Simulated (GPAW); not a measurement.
**Co4 Ru6 Co4 0001: parallel and opposed starts**

A self-consistent run ends on one state, which hangs on the start. Several orders of Co4 Ru6 Co4 0001 are started in GPAW and their energies compared.

Main program and level: GPAW 26.7.0; PBE; plane waves with GPAW's PAW setups, scalar-relativistic.

**1. Set-up**

The cell holds 14 atoms: 8 Co and 6 Ru. Its edges and angles: a = 2.706 Å, b = 2.706 Å, c = 37.121 Å, α = 90.0°, β = 90.0°, γ = 120.0°. ideal sites on the substrate's mesh, layer spacings from atomic volumes, unrelaxed, 12 A of vacuum. Vacuum lies along c.

As a file:

```cif
data_structure
_symmetry_space_group_name_H-M 'P 1'
_symmetry_Int_Tables_number 1
_cell_length_a 2.7060
_cell_length_b 2.7060
_cell_length_c 37.1206
_cell_angle_alpha 90.000
_cell_angle_beta 90.000
_cell_angle_gamma 120.000
_cell_volume 235.40
loop_
_atom_site_label
_atom_site_type_symbol
_atom_site_fract_x
_atom_site_fract_y
_atom_site_fract_z
_atom_site_occupancy
Co1 Co 0.00000 0.00000 0.16164 1
Co2 Co 0.33333 0.66667 0.20879 1
Co3 Co 0.00000 0.00000 0.25594 1
Co4 Co 0.33333 0.66667 0.30310 1
Ru5 Ru 0.00000 0.00000 0.35556 1
Ru6 Ru 0.33333 0.66667 0.41334 1
Ru7 Ru 0.00000 0.00000 0.47111 1
Ru8 Ru 0.33333 0.66667 0.52889 1
Ru9 Ru 0.00000 0.00000 0.58666 1
Ru10 Ru 0.33333 0.66667 0.64444 1
Co11 Co 0.00000 0.00000 0.69690 1
Co12 Co 0.33333 0.66667 0.74406 1
Co13 Co 0.00000 0.00000 0.79121 1
Co14 Co 0.33333 0.66667 0.83837 1
```

**2. Start 1: ferro ++++++++**

The parallel start comes first: it fits the smallest cell, keeps the most symmetry and shows whether parallel moments form.

Contents of order1.py:

```python
import json
import numpy as np
from ase import Atoms
from ase.parallel import paropen, parprint
from gpaw import GPAW

atoms = Atoms(['Co', 'Co', 'Co', 'Co', 'Ru', 'Ru', 'Ru', 'Ru', 'Ru', 'Ru', 'Co', 'Co', 'Co', 'Co'],
    cell=[[2.706, 0.0, 0.0],
         [-1.353, 2.343465, 0.0],
         [0.0, 0.0, 37.120574]],
    scaled_positions=[[0.0, 0.0, 0.161635],
         [0.333333, 0.666667, 0.20879],
         [0.0, 0.0, 0.255944],
         [0.333333, 0.666667, 0.303099],
         [0.0, 0.0, 0.355563],
         [0.333333, 0.666667, 0.413338],
         [0.0, 0.0, 0.471113],
         [0.333333, 0.666667, 0.528887],
         [0.0, 0.0, 0.586662],
         [0.333333, 0.666667, 0.644437],
         [0.0, 0.0, 0.696901],
         [0.333333, 0.666667, 0.744056],
         [0.0, 0.0, 0.79121],
         [0.333333, 0.666667, 0.838365]],
    pbc=True,
    magmoms=[1.8, 1.8, 1.8, 1.8, 0.0, 0.0, 0.0, 0.0, 0.0, 0.0, 1.8, 1.8, 1.8, 1.8])
atoms.calc = GPAW(mode={'name': 'pw', 'ecut': 450},
    xc='PBE',
    kpts={'size': (20, 20, 1), 'gamma': True},
    occupations={'name': 'fermi-dirac', 'width': 0.05},
    convergence={'density': 1e-05, 'energy': 1e-05},
    maxiter=200,
    mixer={'name': 'pulay', 'beta': 0.03, 'nmaxold': 8, 'weight': 100},
    symmetry={'tolerance': 1e-4},
    txt='order1.txt')
e = atoms.get_potential_energy(force_consistent=True)
res = {'free_energy': e, 'energy_sigma0': atoms.get_potential_energy(), 'fermi_energy': atoms.calc.get_fermi_level()}
res['moments'] = atoms.get_magnetic_moments().tolist()
res['total'] = atoms.get_magnetic_moment()
parprint('site moments (muB):', np.round(res['moments'], 3))
parprint(f"total moment: {res['total']:.3f} muB")
parprint(f'free energy: {e:.6f} eV')
atoms.calc.write('order1.gpw')
with paropen('results.json', 'w') as f:
    json.dump(res, f)
```

Command:

```bash
OMP_NUM_THREADS=1 mpirun -n 8 gpaw python order1.py > order1.log
```

Numbers of over 12 decimals in the logs are rounded to 6 here.

Log:

```text
site moments (muB): [ 1.829  1.733  1.638  1.368  0.002 -0.057  0.02   0.02  -0.057  0.002
  1.368  1.638  1.733  1.829]
total moment: 12.689 muB
free energy: -117.741046 eV

--- order1.txt ---
Input parameters:
  mode=PW(ecut=450),
  convergence={'density': 1e-05, 'energy': 1e-05},
  kpts=MonkhorstPack(size=(20, 20, 1), gamma=True),
  maxiter=200,
  mixer=Pulay(name='pulay', nmaxold=8, beta=0.03, weight=100, sigma=0.015, g_ss=None),
  occupations=Occupations(name='fermi-dirac', width=0.05),
  symmetry=Symmetry(tolerance=0.0001),
  xc=XC(name='PBE')

Diagonalizing LCAO Hamiltonian
Converting LCAO to pw mode

        Co

       Co
        Co

       Co
        Ru

       Ru

        Ru

       Ru

        Ru

       Ru
        Co

       Co
        Co

       Co

Atoms  # Å, Bohr magnetons
|    | symbol |         x |        y |         z |    initial magnetic moments |
|----|--------|-----------|----------|-----------|-----------------------------|
|  0 |     Co |  0.000000 | 0.000000 |  5.999984 | ( 0.0000,  0.0000,  1.8000) |
|  1 |     Co | -0.000001 | 1.562311 |  7.750405 | ( 0.0000,  0.0000,  1.8000) |
|  2 |     Co |  0.000000 | 0.000000 |  9.500788 | ( 0.0000,  0.0000,  1.8000) |
|  3 |     Co | -0.000001 | 1.562311 | 11.251209 | ( 0.0000,  0.0000,  1.8000) |
|  4 |     Ru |  0.000000 | 0.000000 | 13.198703 | ( 0.0000,  0.0000,  0.0000) |
|  5 |     Ru | -0.000001 | 1.562311 | 15.343344 | ( 0.0000,  0.0000,  0.0000) |
|  6 |     Ru |  0.000000 | 0.000000 | 17.487985 | ( 0.0000,  0.0000,  0.0000) |
|  7 |     Ru | -0.000001 | 1.562311 | 19.632589 | ( 0.0000,  0.0000,  0.0000) |
|  8 |     Ru |  0.000000 | 0.000000 | 21.777230 | ( 0.0000,  0.0000,  0.0000) |
|  9 |     Ru | -0.000001 | 1.562311 | 23.921871 | ( 0.0000,  0.0000,  0.0000) |
| 10 |     Co |  0.000000 | 0.000000 | 25.869365 | ( 0.0000,  0.0000,  1.8000) |
| 11 |     Co | -0.000001 | 1.562311 | 27.619786 | ( 0.0000,  0.0000,  1.8000) |
| 12 |     Co |  0.000000 | 0.000000 | 29.370169 | ( 0.0000,  0.0000,  1.8000) |
| 13 |     Co | -0.000001 | 1.562311 | 31.120590 | ( 0.0000,  0.0000,  1.8000) |

Unit cell  # Å
| periodic |         x |        y |         z |   lengths |     angles |
|----------|-----------|----------|-----------|-----------|------------|
|      yes |  2.706000 | 0.000000 |  0.000000 |  2.706000 |  90.000000 |
|      yes | -1.353000 | 2.343465 |  0.000000 |  2.706000 |  90.000000 |
|      yes |  0.000000 | 0.000000 | 37.120574 | 37.120574 | 119.999997 |

Number of symmetries: 6

BZ-sampling:
  Number of BZ points: 400
  Number of IBZ points: 44

  Monkhorst-Pack size: [20, 20, 1]
  Monkhorst-Pack shift: [0.025, 0.025, 0.0]

K-points  # in reciprocal-cell coordinates
|     |                                coordinates |     weight |
|-----|--------------------------------------------|------------|
|   0 | ( -0.00000000,  -0.00000000,   0.00000000) | 0.00250000 |
|   1 | (  0.05000000,  -0.00000000,   0.00000000) | 0.01500000 |
|   2 | (  0.10000000,  -0.05000000,   0.00000000) | 0.01500000 |
|   3 | (  0.10000000,  -0.00000000,   0.00000000) | 0.01500000 |
|   4 | (  0.15000000,  -0.05000000,   0.00000000) | 0.03000000 |
|   5 | (  0.15000000,  -0.00000000,   0.00000000) | 0.01500000 |
|   6 | (  0.20000000,  -0.10000000,   0.00000000) | 0.01500000 |
|   7 | (  0.20000000,  -0.05000000,   0.00000000) | 0.03000000 |
|   8 | (  0.20000000,  -0.00000000,   0.00000000) | 0.01500000 |
|   9 | (  0.25000000,  -0.10000000,   0.00000000) | 0.03000000 |
| ... |                                            |            |
|  43 | (  0.50000000,   0.50000000,   0.00000000) | 0.00750000 |

Plane wave coefficients: 5169
Cutoff: 450.000000 eV

Spin-components: 2 (collinear spins)
Bands:           114
Projectors:      84
Spin-degeneracy: 1
Datatype:        complex128

Parallelization:
  kpt:    8
  domain: 1
  band:   1

Density:
  Valence electrons: 168.0
  Components: 2
  Grid points: [ 14  14 189]
  Charge: 0.0  # |e|

Potential:
  Grid points: [ 14  14 189]

species:
  Co:
    name:    Cobalt
    Z:       27.0
    valence: 9
    core:    18
    charge:  0.0  # [|e|]
    compensation charges:
      type: gauss
      rc: 0.32  # [Å]
      lmax: 2
    cutoffs:
      filter: 1.87  # [Å]
      core: 2.55  # [Å]
    projectors
    | kind |    occ | energy [eV] | rcut [Å] |
    |------|--------|-------------|----------|
    |   4s |  2.000 |      -5.469 |    1.005 |
    |   4p |  0.000 |      -1.277 |    1.058 |
    |   3d |  7.000 |      -8.205 |    1.005 |
    |    s |        |      21.742 |    1.005 |
    |    p |        |      25.934 |    1.058 |
    |    d |        |      19.007 |    1.005 |

    Using partial waves for Co as LCAO basis

  Ru:
    name:    Ruthenium
    Z:       44.0
    valence: 16
    core:    28
    charge:  0.0  # [|e|]
    compensation charges:
      type: gauss
      rc: 0.39  # [Å]
      lmax: 2
    cutoffs:
      filter: 2.16  # [Å]
      core: 1.30  # [Å]
    projectors
    | kind |    occ | energy [eV] | rcut [Å] |
    |------|--------|-------------|----------|
    |   4s |  2.000 |     -76.316 |    1.281 |
    |   5s |  1.000 |      -4.236 |    1.281 |
    |   4p |  6.000 |     -46.423 |    1.286 |
    |   5p |  0.000 |      -0.913 |    1.286 |
    |   4d |  7.000 |      -5.203 |    1.254 |
    |    d |        |      22.008 |    1.254 |

    Using partial waves for Ru as LCAO basis

Reference energy: -1042692.429143  # eV

eigensolver:
  PPCG
  Converge bands: occupied
  niter=2

density mixing:
  Pulay-Mixer
  Linear mixing parameters: 0.03
  Old densities: 8
  Fourier metric: weight=100, sigma=0.015

occupation numbers:
  Fermi-Dirac:
    width: 0.0500  # eV

poisson solver:
  ecut: 3600.000000  # eV

xc functional:
  name: PBE with 2 nearest neighbor stencil

convergence criteria:
- Maximum integral of absolute [dens]ity change: 1e-05 electrons / valence electron
- Maximum [total energy] change in last 3 cyles: 1e-05 eV / valence electron
- Maximum integral of absolute [eigenst]ate change: 4e-08 eV^2 / valence electron
maximum number of iterations: 200

SCF iterations
|iter     |      energy | eigst |  dens |  magmom |
|---------|-------------|-------|-------|---------|
|iter:   1|       0s | -147.519660 | +0.32 |       | +14.4216|
|iter:   2|      16s | -951.708838 | +1.47 | -0.59 | +14.0612|
|iter:   3|      31s | -154.919600 | +0.89 | -0.28 | +13.9947|
|iter:   4|      46s | -124.493191 | +0.37 | -0.72 | +14.0181|
|iter:   5|      61s | -125.312985 | -1.09 | -0.97 | +14.0188|
|iter:   6|      77s | -126.032822 | -2.28 | -0.98 | +14.0176|
|iter:   7|      92s | -127.210153 | -2.61 | -0.96 | +14.0013|
|iter:   8|     107s | -121.218966 | -1.66 | -0.92 | +13.8985|
|iter:   9|     122s | -122.591242 | -1.94 | -1.10 | +13.8297|
|iter:  10|     138s | -120.658678 | -2.09 | -1.00 | +13.8711|
[... 65 iterations left out ...]
|iter:  76|    1044s | -117.678384c| -8.64c| -4.59 | +12.6887|
|iter:  77|    1052s | -117.678384c| -8.65c| -4.62 | +12.6887|
|iter:  78|    1060s | -117.678384c| -9.00c| -4.63 | +12.6887|
|iter:  79|    1067s | -117.678383c| -8.84c| -4.66 | +12.6888|
|iter:  80|    1075s | -117.678384c| -9.03c| -4.67 | +12.6888|
|iter:  81|    1083s | -117.678383c| -9.27c| -4.70 | +12.6888|
|iter:  82|    1090s | -117.678383c| -8.87c| -4.73 | +12.6890|
|iter:  83|    1098s | -117.678383c| -8.70c| -4.81 | +12.6891|
|iter:  84|    1105s | -117.678383c| -9.01c| -4.94 | +12.6892|
|iter:  85|    1112s | -117.678383c| -9.41c| -5.04c| +12.6892|

Converged in 85 steps
Energy contributions relative to reference atoms: (reference = -1042692.429143)

Energy contributions:
  Kinetic:          60.307169
  Coulomb:         -69.178132
  Zero:              0.896821
  External:          0.000000
  Xc:             -109.641579
  Entropy:          -0.125325
  Spinorbit:         0.000000
  ----------------------------
  Free energy:    -117.741046
  Extrapolated:   -117.678383

dipole moment: (-46.479939, -39.689916, -0.000146)  # |e|*Ang

Total magnetic moment: (0.000000, 0.000000, 12.689185)

Local magnetic moments
|        x |        y |         z |
|----------|----------|-----------|
| 0.000000 | 0.000000 |  1.829105 |  # Co   0
| 0.000000 | 0.000000 |  1.732870 |  # Co   1
| 0.000000 | 0.000000 |  1.637587 |  # Co   2
| 0.000000 | 0.000000 |  1.368014 |  # Co   3
| 0.000000 | 0.000000 |  0.002058 |  # Ru   4
| 0.000000 | 0.000000 | -0.057142 |  # Ru   5
| 0.000000 | 0.000000 |  0.020230 |  # Ru   6
| 0.000000 | 0.000000 |  0.020232 |  # Ru   7
| 0.000000 | 0.000000 | -0.057141 |  # Ru   8
| 0.000000 | 0.000000 |  0.002052 |  # Ru   9
| 0.000000 | 0.000000 |  1.368017 |  # Co  10
| 0.000000 | 0.000000 |  1.637611 |  # Co  11
| 0.000000 | 0.000000 |  1.732866 |  # Co  12
| 0.000000 | 0.000000 |  1.829089 |  # Co  13

Fermi level: 7.390
Eigenvalues  # (at kpt = [-0.000, -0.000, 0.000])
| band index |      eig [eV] | occ [0-1] |      eig [eV] | occ [0-1] |
|------------|---------------|-----------|---------------|-----------|
|          0 |       -65.735 |     1.000 |       -65.742 |     1.000 |
|        ... |               |           |               |           |
|         83 |         5.974 |     1.000 |         7.427 |     0.321 |
|         84 |         6.336 |     1.000 |         7.428 |     0.316 |
|         85 |         6.336 |     1.000 |         7.508 |     0.086 |
|         86 |         6.499 |     1.000 |         7.508 |     0.086 |
|         87 |         6.499 |     1.000 |         7.694 |     0.002 |
|         88 |         6.601 |     1.000 |         7.694 |     0.002 |
|         89 |         6.601 |     1.000 |         7.706 |     0.002 |
|         90 |         6.715 |     1.000 |         7.947 |     0.000 |
|         91 |         6.715 |     1.000 |         7.947 |     0.000 |
|         92 |         6.750 |     1.000 |         8.180 |     0.000 |
|         93 |         6.763 |     1.000 |         8.207 |     0.000 |
|         94 |         6.763 |     1.000 |         8.207 |     0.000 |
|         95 |         7.131 |     0.994 |         8.296 |     0.000 |
|         96 |         7.131 |     0.994 |         8.296 |     0.000 |
|         97 |         7.364 |     0.626 |         8.369 |     0.000 |
|        ... |               |           |               |           |
|        113 |        17.929 |     0.000 |        18.128 |     0.000 |

No gap
No difference between direct/indirect transitions
```

Wall time 19 min (8 MPI ranks of Arm Neoverse V1, shared host); peak memory 3.1 GiB.

Spin moment in the augmentation sphere by atom:

| atom | spin moment in the augmentation sphere (μB) |
| --- | --- |
| Co1 | 1.83 |
| Co2 | 1.73 |
| Co3 | 1.64 |
| Co4 | 1.37 |
| Ru5 | 0.00 |
| Ru6 | -0.06 |
| Ru7 | 0.02 |
| Ru8 | 0.02 |
| Ru9 | -0.06 |
| Ru10 | 0.00 |
| Co11 | 1.37 |
| Co12 | 1.64 |
| Co13 | 1.73 |
| Co14 | 1.83 |

Read from the output:

- magnetization: 12.69 μB
- final state: ferromagnetic

After 85 cycles the largest moment stands at 1.83 μB.

[end of part 1 of 2]

[Logs and program files are shortened in this print: banners, set-up blocks, solver, clock and traceback lines can be left out without a mark of their own.]

[Logs are printed without paths, hosts, clocks, repeated set-up lines and the standing remarks that a program may print on its own settings, such as how far it seeks lower states.]

[Hosts, paths, dates, database ids (printed as entryN), source tags and the programs' standing remarks are cut or masked in the printed files.]

[Where a cell is said to come from a database of computed structures, the database is the Materials Project.]
